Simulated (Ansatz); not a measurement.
**TiAl: moving Ti off its site**

TiAl, P4/mmm, a = 2.837 Å, c = 4.059 Å (as given, not relaxed at this level: -3.9 GPa). The structure is a COD entry; whether it is the stable form wasn't checked. Ansatz: PBEsol, PAW, 420 eV, Γ-centred 16×16×12 mesh on 2 atoms, Gaussian smearing 0.15 eV; no spin polarisation.

```
Ti Al
1.0
     2.83730    0.00000    0.00000
     0.00000    2.83730    0.00000
     0.00000    0.00000    4.05910
Ti Al
1 1
Direct
  0.00000 0.00000 0.00000
  0.50000 0.50000 0.50000
```

Atom 1 (Ti) moves by x along the unit vector (-0.707, -0.707, 0.000), with its periodic images; all else is held. y is the free energy of the cell over the start, F the force along the path summed over the moved atoms. Symmetry makes y even in x.

| x (Å) | y (meV) | F (eV/Å) |
| --- | --- | --- |
| -0.200 | ? | ? |
| -0.100 | 21.4 | 0.43 |
| 0.000 | 0.0 | 0.00 |
| 0.025 | 1.3 | -0.11 |
| 0.050 | 5.3 | -0.21 |
| 0.075 | 12.0 | -0.32 |
| 0.125 | 33.5 | -0.54 |
| 0.150 | 48.3 | -0.65 |
| 0.175 | 65.8 | -0.76 |

Question: Fit y = c2 x² + c4 x⁴ to the energies of the other rows, give the force constant, and predict energy and force of the missing row.

Answer: Least squares on the rows shown. y = 2136 x² + 420.7 x⁴. The force constant is 2 c2 = 4.27 eV/Å², for the cell as given, at -3.9 GPa (for all images moving together, not for a lone atom). The force −dy/dx at the missing row is 0.87 eV/Å (computed 0.87). At x = -0.200 the fit asked for gives 86.1 meV. The run gave 86.0 meV, so the fit is 0.1 meV too high, a small miss on the scale of the series.

The Ti site sits in a single, almost parabolic well along this in-plane diagonal, with no sign of off-centring. Because all Ti images move together, Ti-Ti and Al-Al distances stay fixed, and the force constant of 4.27 eV/Å² measures the resistance to sliding one sublattice rigidly against the other, as in a zone-centre optical mode. The restoring force therefore comes from the Ti-Al contacts, where mixing of Ti 3d with Al 3s and 3p states competes with short-range repulsion. Metallic screening removes the long-range dipole field that can soften such a mode in an insulator.

The small positive quartic term means slight hardening, probably because the compressed Ti-Al contacts stiffen more than the stretched ones soften; inversion symmetry cancels the odd terms. Fourfold symmetry makes the quadratic force constant the same for every in-plane direction, but the quartic coefficient belongs to this diagonal alone. The curve supports local stability against this displacement, but leaves motion along c and modes at other wavevectors open.
